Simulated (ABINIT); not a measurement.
# ZnSe (Stilleite) (F-43m) in ABINIT: a series of runs

Runs on ZnSe (Stilleite). Level: PBEsol. Tasks: relaxation of cell and atoms, single point.

Program: ABINIT 10.8.3 (patched build). These are calculated values, not measurements. Logs are shortened: lines on timing, memory, paths and dates and some standing lists are left out, and cuts for length are marked. The log counts tension as positive stress, the text compression.

**The experiment to reproduce.**

“Alloy Disordering Effects on the Thermal Conductivity and Energy Gap Temperature Dependence of Cd1−xZnxSe Ternary Crystals Grown by the Bridgman Method”, 2023, pmc:10253836 reports, for a bulk crystal of ZnSe at 300 K: band gap 2.695 ± 0.003 eV (an exciton energy, a little under the gap).

The results are compared with them further down.

### 1 The structure

It takes space group F-43m (No. 216, cubic). Conventional cell: a = 5.668 Å, b = 5.668 Å, c = 5.668 Å, α = 90.00°, β = 90.00°, γ = 90.00°. Se (site symmetry -43m) has 4 Zn at 2.45 Å as nearest neighbours. Zn (site symmetry -43m) is surrounded by 4 Se at 2.45 Å.

### 2 Relaxation of cell and atoms, PBEsol

Contents of run.abi:

```
# Pseudopotentials
pp_dirpath "./"
pseudos "Se.upf, Zn.upf"

# Structure
acell 3*1.0
rprim
     0.0000000000     5.3551058920     5.3551058920
     5.3551058920     0.0000000000     5.3551058920
     5.3551058920     5.3551058920     0.0000000000
ntypat 2
znucl 34 30
natom 2
typat 1 2
chkprim 0
chksymtnons 0
tolsym 1.0e-6
xred
            3/4            3/4            3/4
            0.0            0.0            0.0

# Plane-wave basis
ecut 43.0
ecutsm 0.5

# k points
kptopt 1
ngkpt 6 6 6
nshiftk 1
shiftk 0.0 0.0 0.0

# Exchange and correlation
ixc -116133

# Bands and occupations
nband 22
occopt 3
tsmear 0.05 eV

# SCF cycle
nstep 80
tolvrs 1.0e-12

# Output
iomode 3
prteig 0
prtebands 0
prtwf 0
prtden 0

# Relaxation
ionmov 2
optcell 2
ntime 50
tolmxf 2.0e-5
dilatmx 1.08
```

Potentials or basis: PseudoDojo NC SR PBEsol v0.4.1 standard.

The run is started by

```console
$ abinit run.abi > log 2>&1
```

run.abo:

```text
.Version 10.8.3 of ABINIT
 Symmetries : space group F-4 3 m (#216); Bravais cF (face-center cubic)
================================================================================
 Values of the parameters that define the memory need of the present run
     intxc =       0    ionmov =       2      iscf =       7    lmnmax =       6
     lnmax =       6     mgfft =      50  mpssoang =       3    mqgrid =    3001
     natom =       2  nloc_mem =       1    nspden =       1   nspinor =       1
    nsppol =       1      nsym =      24    n1xccc =    2501    ntypat =       2
    occopt =       3   xclevel =       2
       mpw =        5237          nfft =      125000          nkpt =          16
================================================================================
================================================================================

--------------------------------------------------------------------------------
------------- Echo of variables that govern the present computation ------------
--------------------------------------------------------------------------------
 -outvars: echo values of preprocessed input variables --------
            acell      1.0000000000E+00  1.0000000000E+00  1.0000000000E+00 Bohr
              amu      7.89600000E+01  6.53900000E+01
          chkprim           0
      chksymtnons           0
          dilatmx      1.08000000E+00
             ecut      4.30000000E+01 Hartree
           ecutsm      5.00000000E-01 Hartree
           ionmov           2
              ixc     -116133
         kptrlatt        6    0    0      0    6    0      0    0    6
          kptrlen      4.54395803E+01
            natom           2
            nband          22
            ngfft          50      50      50
             nkpt          16
            nstep          80
             nsym          24
            ntime          50
           ntypat           2
           occopt           3
          optcell           2
           prtden           0
        prtebands           0
           prteig           0
            prtwf           0
            rprim      0.0000000000E+00  5.3551058920E+00  5.3551058920E+00
                       5.3551058920E+00  0.0000000000E+00  5.3551058920E+00
                       5.3551058920E+00  5.3551058920E+00  0.0000000000E+00
          spgroup         216
           tolmxf      2.00000000E-05
           tolsym      1.00000000E-06
           tolvrs      1.00000000E-12
           tsmear      1.83746611E-03 Hartree
            typat      1  2
           xangst      4.2506999971E+00  4.2506999971E+00  4.2506999971E+00
                       0.0000000000E+00  0.0000000000E+00  0.0000000000E+00
            xcart      8.0326588380E+00  8.0326588380E+00  8.0326588380E+00
                       0.0000000000E+00  0.0000000000E+00  0.0000000000E+00
             xred      7.5000000000E-01  7.5000000000E-01  7.5000000000E-01
                       0.0000000000E+00  0.0000000000E+00  0.0000000000E+00
            znucl       34.00000   30.00000

[... 448 lines left out ...]

================================================================================

 ----iterations are completed or convergence reached----

 Mean square residual over all n,k,spin=   20.218E-15; max=  44.603E-13
 reduced coordinates (array xred) for    2 atoms
       0.750000000000      0.750000000000      0.750000000000
      -0.000000000000     -0.000000000000      0.000000000000
 rms dE/dt=  1.9040E-28; max dE/dt=  2.6926E-28; dE/dt below (all hartree)
    1      -0.000000000000     -0.000000000000      0.000000000000
    2       0.000000000000      0.000000000000      0.000000000000

 cartesian coordinates (angstrom) at end:
    1      4.22483105246341     4.22483105246341     4.22483105246341
    2      0.00000000000000     0.00000000000000    -0.00000000000000

 cartesian forces (hartree/bohr) at end:
    1     -0.00000000000000    -0.00000000000000     0.00000000000000
    2      0.00000000000000     0.00000000000000    -0.00000000000000
 frms,max,avg= 2.4217979E-29 3.7942282E-29   0.000E+00  0.000E+00  0.000E+00 h/b

 cartesian forces (eV/Angstrom) at end:
    1     -0.00000000000000    -0.00000000000000     0.00000000000000
    2      0.00000000000000     0.00000000000000    -0.00000000000000
 frms,max,avg= 1.2453386E-27 1.9510706E-27   0.000E+00  0.000E+00  0.000E+00 e/A
 length scales=  7.527173952416  7.527173952416  7.527173952416 bohr
              =  3.983208915419  3.983208915419  3.983208915419 angstroms
 Fermi (or HOMO) energy (hartree) =   0.15276   Average Vxc (hartree)=  -0.37456
 Eigenvalues (hartree) for nkpt=  16  k points:
 kpt#   1, nband= 22, wtk=  0.00463, kpt=  0.0000  0.0000  0.0000 (reduced coord)
  -4.46340   -2.78468   -2.78468   -2.78468   -1.59778   -1.59778   -1.59778   -1.59759
  -1.59759   -0.36372   -0.11429   -0.11429   -0.11429   -0.10004   -0.10004    0.12894
   0.12894    0.12894    0.17451    0.33999    0.33999    0.33999
      occupation numbers for kpt#   1
   2.00000    2.00000    2.00000    2.00000    2.00000    2.00000    2.00000    2.00000
   2.00000    2.00000    2.00000    2.00000    2.00000    2.00000    2.00000    2.00000
   2.00000    2.00000    0.00001    0.00000    0.00000    0.00000
 prteigrs : prtvol=0 or 1, do not print more k-points.

--- !EnergyTerms
iteration_state     : {dtset: 1, itime: 4, icycle: 1, }
comment             : Components of total free energy in Hartree
kinetic             :  1.70677121651554E+02
hartree             :  1.24120529282558E+02
xc                  : -4.62352518446823E+01
Ewald energy        : -1.65378023766025E+02
psp_core            :  6.65552795419182E+00
local_psp           : -3.19397178432651E+02
non_local_psp       : -1.00517959597976E+02
internal            : -3.30075234753031E+02
'-kT*entropy'       : -3.32007013121524E-09
total_energy        : -3.30075234756351E+02
total_energy_eV     : -8.98180470318793E+03
band_energy         : -4.31188759465549E+01
...

 Cartesian components of stress tensor (hartree/bohr^3)
  sigma(1 1)=  1.83073410E-08  sigma(3 2)=  0.00000000E+00
  sigma(2 2)=  1.83073410E-08  sigma(3 1)=  0.00000000E+00
  sigma(3 3)=  1.83073410E-08  sigma(2 1)=  0.00000000E+00

-Cartesian components of stress tensor (GPa)         [Pressure= -5.3862E-04 GPa]
- sigma(1 1)=  5.38620567E-04  sigma(3 2)=  0.00000000E+00
- sigma(2 2)=  5.38620567E-04  sigma(3 1)=  0.00000000E+00
- sigma(3 3)=  5.38620567E-04  sigma(2 1)=  0.00000000E+00

== END DATASET(S) ==============================================================
================================================================================

 -outvars: echo values of variables after computation  --------
            acell      7.5271739524E+00  7.5271739524E+00  7.5271739524E+00 Bohr
           etotal     -3.3007523476E+02
            fcart     -1.2647427233E-29 -1.2647427233E-29  3.7942281698E-29
                       1.2647427233E-29  1.2647427233E-29 -3.7942281698E-29
            rprim      0.0000000000E+00  7.0710678119E-01  7.0710678119E-01
                       7.0710678119E-01  0.0000000000E+00  7.0710678119E-01
                       7.0710678119E-01  7.0710678119E-01  0.0000000000E+00
           strten      1.8307340959E-08  1.8307340956E-08  1.8307340963E-08
                       0.0000000000E+00  0.0000000000E+00  0.0000000000E+00
           xangst      4.2248310525E+00  4.2248310525E+00  4.2248310525E+00
                       6.6115167979E-30  6.6115167979E-30 -1.9834550394E-29
             xred      7.5000000000E-01  7.5000000000E-01  7.5000000000E-01
                      -3.5210669043E-30 -3.5210669043E-30  5.8684448405E-30
 Calculation completed.
```

Wall time 5.1 min (1 thread of Arm Neoverse V1, shared host); peak memory 0.12 GiB.

What came out:

```
Free energy                            : -8981.8047 eV
Relaxed volume                         : 22.34 Å³/atom
Relaxed cell                           : a = 3.983 Å, b = 3.983 Å, c = 3.983 Å, α = 60.00°, β = 60.00°, γ = 60.00°
Space group after relaxing (to 0.05 Å) : F-43m (No. 216)
Energy gained by relaxing              : 1.5 meV/atom
Ionic steps                            : 4
Pressure after relaxing                : 0.0 GPa
Band gap on the k mesh                 : 1.24 eV, direct
```

The path:
```csv
step,energy change (eV),largest force (eV/Å),pressure (GPa),volume (Å³)
1,0.0000,0.0000,-1.15,45.51
2,-0.0010,0.0000,-0.93,45.35
3,-0.0030,0.0000,0.03,44.67
4,-0.0030,0.0000,0.00,44.69
```

Final structure:
```yaml
crystal:
  lattice:
    - [0.00000, 2.81655, 2.81655]
    - [2.81655, 0.00000, 2.81655]
    - [2.81655, 2.81655, 0.00000]
  atoms:
    - { symbol: Se, position: [0.75000, 0.75000, 0.75000] }
    - { symbol: Zn, position: [0.00000, 0.00000, 0.00000] }
```

A k mesh can miss the band edges. A hybrid or GW would open this gap; PBEsol tends to underestimate it.

### 3 Single point, PBEsol (cell relaxed)

Contents of run.abi:

```
# Pseudopotentials
pp_dirpath "./"
pseudos "Se.upf, Zn.upf"

# Structure
acell 3.9832089225 3.9832089225 3.9832089225 Angstrom
rprim
     0.0000000000     0.7071067812     0.7071067812
     0.7071067812     0.0000000000     0.7071067812
     0.7071067812     0.7071067812     0.0000000000
ntypat 2
znucl 34 30
natom 2
typat 1 2
xred
     0.7500000000     0.7500000000     0.7500000000
     0.0000000000     0.0000000000     0.0000000000
chkprim 0
chksymtnons 0
tolsym 1.0e-6

# Plane-wave basis
ecut 1170.089609 eV

# k points
kptopt 1
ngkpt 6 6 6
nshiftk 1
shiftk 0.0 0.0 0.0

# Exchange and correlation
ixc -116133

# Bands and occupations
nband 22
occopt 3
tsmear 0.05 eV

# SCF cycle
nstep 100
tolvrs 1.0e-10

# Output
iomode 3
prtwf 0
prteig 0
prtebands 0
enunit 2
prtden 1
prtvha 1
prtvclmb 1
prtpot 1
prtelf 1
```

Potentials or basis: PseudoDojo NC SR PBEsol v0.4.1 standard.

The run is started by

```console
$ abinit run.abi > log 2>&1
```

Run time: 78 s. Hardware: 1 thread of Arm Neoverse V1, shared host; peak memory 0.1 GiB.

It converged, with:

- Free energy: -8981.8047 eV
- Pressure: 0.0 GPa
- Band gap on the k mesh: 1.24 eV, direct
- Valence electrons inside the program's atomic spheres: Se 13.26; Zn 18.12

Levels at points of the mesh, in eV from the valence-band top:
| k point | band 14 | band 15 | band 16 | band 17 | band 18 | band 19 | band 20 | band 21 | band 22 |
| --- | --- | --- | --- | --- | --- | --- | --- | --- | --- |
| (0.00, 0.00, 0.00) | -6.23 | -6.23 | 0.00 | 0.00 | 0.00 | 1.24 | 5.74 | 5.74 | 5.74 |
| (0.50, 0.00, 0.00) | -6.21 | -6.07 | -5.39 | -0.90 | -0.90 | 2.48 | 6.32 | 6.32 | 8.45 |
| (0.50, 0.50, 0.00) | -6.18 | -6.05 | -4.86 | -2.27 | -2.27 | 2.81 | 3.38 | 10.73 | 11.30 |

### 4 Single point, PBEsol

Contents of run.abi:

```
# Pseudopotentials
pp_dirpath "./"
pseudos "Se.upf, Zn.upf"

# Structure
acell 3*1.0
rprim
     0.0000000000     5.3551058920     5.3551058920
     5.3551058920     0.0000000000     5.3551058920
     5.3551058920     5.3551058920     0.0000000000
ntypat 2
znucl 34 30
natom 2
typat 1 2
xred
     0.7500000000     0.7500000000     0.7500000000
     0.0000000000     0.0000000000     0.0000000000

# Plane-wave basis
ecut 1061.244064 eV

# k points
kptopt 1
ngkpt 6 6 6
nshiftk 1
shiftk 0.0 0.0 0.0

# Exchange and correlation
ixc -116133

# Bands and occupations
nband 22
occopt 3
tsmear 0.05 eV

# SCF cycle
nstep 100
tolvrs 1.0e-10

# Output
iomode 3
prtwf 0
prteig 0
prtebands 0
prtvol 2
prtden 1
prtvha 1
prtvclmb 1
prtpot 1
prtelf 1
```

The run is started by

```console
$ abinit run.abi > log 2>&1
```

Run time: 68 s. Hardware: 1 thread of Arm Neoverse V1, shared host; peak memory 0.1 GiB.

The run converged. Its results:

```yaml
Free_energy: -8981.7967 eV
Pressure: -1.6 GPa
Band_gap_on_the_k_mesh: 1.17 eV, direct
Valence_electrons_inside_the_program's_atomic_spheres: Se 13.25; Zn 18.12
```

Levels at points of the mesh, in eV from the valence-band top:
```tsv
k point	band 16	band 17	band 18	band 19	band 20	band 21
(0.00, 0.00, 0.00)	0.00	0.00	0.00	1.17	5.75	5.75
(0.50, 0.00, 0.00)	-5.27	-0.87	-0.87	2.45	6.32	6.32
(0.50, 0.50, 0.00)	-4.78	-2.20	-2.20	2.85	3.38	10.59
```

### 5 Single point, PBEsol

Changes to run.abi since step 4:

```diff
@@ -19,3 +19,3 @@
 # Plane-wave basis
-ecut 1061.244064 eV
+ecut 48.0
 
@@ -31,5 +31,5 @@
 # Bands and occupations
-nband 22
+nband 27
 occopt 3
-tsmear 0.05 eV
+tsmear 0.00183747
 
@@ -44,3 +44,2 @@
 prtebands 0
-prtvol 2
 prtden 1
```

Potentials or basis: PseudoDojo NC SR PBEsol v0.4 stringent.

The run is started by

```console
$ abinit run.abi > log 2>&1
```

It took 86 s on 1 thread of Arm Neoverse V2, shared host; peak memory 0.11 GiB.

Results (log left out):

* Free energy: -14886.1944 eV
* Pressure: -2.3 GPa
* Band gap on the k mesh: 1.17 eV, direct
* Valence electrons inside the program's atomic spheres: Se 21.25; Zn 18.11

Levels at points of the mesh, in eV from the valence-band top:
| k point | band 18 | band 19 | band 20 | band 21 | band 22 | band 23 | band 24 | band 25 | band 26 | band 27 |
| --- | --- | --- | --- | --- | --- | --- | --- | --- | --- | --- |
| (0.00, 0.00, 0.00) | -6.18 | -6.18 | 0.00 | 0.00 | 0.00 | 1.17 | 5.75 | 5.75 | 5.75 | 9.75 |
| (0.50, 0.00, 0.00) | -6.17 | -6.03 | -5.27 | -0.87 | -0.87 | 2.45 | 6.32 | 6.32 | 8.40 | 10.81 |
| (0.50, 0.50, 0.00) | -6.14 | -6.01 | -4.78 | -2.20 | -2.20 | 2.85 | 3.38 | 10.60 | 11.18 | 11.18 |

### 6 Summary

```tsv
task	potentials or basis	cell	cutoff (eV)	cell freedom (optcell)	optimiser (ionmov)	cutoff smearing ecutsm (Ha)	force stop (Ha/bohr)	gap on the mesh (eV)	pressure (GPa)
relaxation of cell and atoms	PseudoDojo NC SR PBEsol v0.4.1 standard	relaxed	1170	2	2	0.5	2e-05	1.24	0.0
single point	PseudoDojo NC SR PBEsol v0.4.1 standard	cell relaxed	1170	-	-	-	-	1.24	0.0
single point	PseudoDojo NC SR PBEsol v0.4.1 standard	as given	1061	-	-	-	-	1.17	-1.6
single point	PseudoDojo NC SR PBEsol v0.4 stringent	as given	1306	-	-	-	-	1.17	-2.3
```

Alike in all rows: level PBEsol; no spin polarisation; k mesh 6 × 6 × 6; smearing fermi-dirac 0.05 eV.

Total energies depend on the potentials used, so only differences within one code and one set of settings carry meaning.

### 7 Comparison with measurements

Step 4. Measured gap of ZnSe: 2.695 eV (an exciton energy, a little under the gap; 300 K; “Alloy Disordering Effects on the Thermal Conductivity and Energy Gap Temperature Dependence of Cd1−xZnxSe Ternary Crystals Grown by the Bridgman Method”, 2023, pmc:10253836). This calculation gives 1.17 eV (-1.53 eV). So large a miss can be the level of theory's own, or it may mean another phase, state or a wrong row. Spin-orbit coupling on Se is left out. The value is that of PBEsol, without temperature or zero-point motion. Semilocal functionals fall short of measured gaps as a rule.

Step 5. A measured gap of ZnSe is 2.695 eV (an exciton energy, a little under the gap; 300 K; “Alloy Disordering Effects on the Thermal Conductivity and Energy Gap Temperature Dependence of Cd1−xZnxSe Ternary Crystals Grown by the Bridgman Method”, 2023, pmc:10253836); the calculated 1.17 eV misses it by -1.53 eV. So large a miss can be the level of theory's own, or it may mean another phase, state or a wrong row. Spin-orbit coupling on Se is left out. The value is that of PBEsol, without temperature or zero-point motion. Semilocal functionals fall short of measured gaps as a rule.
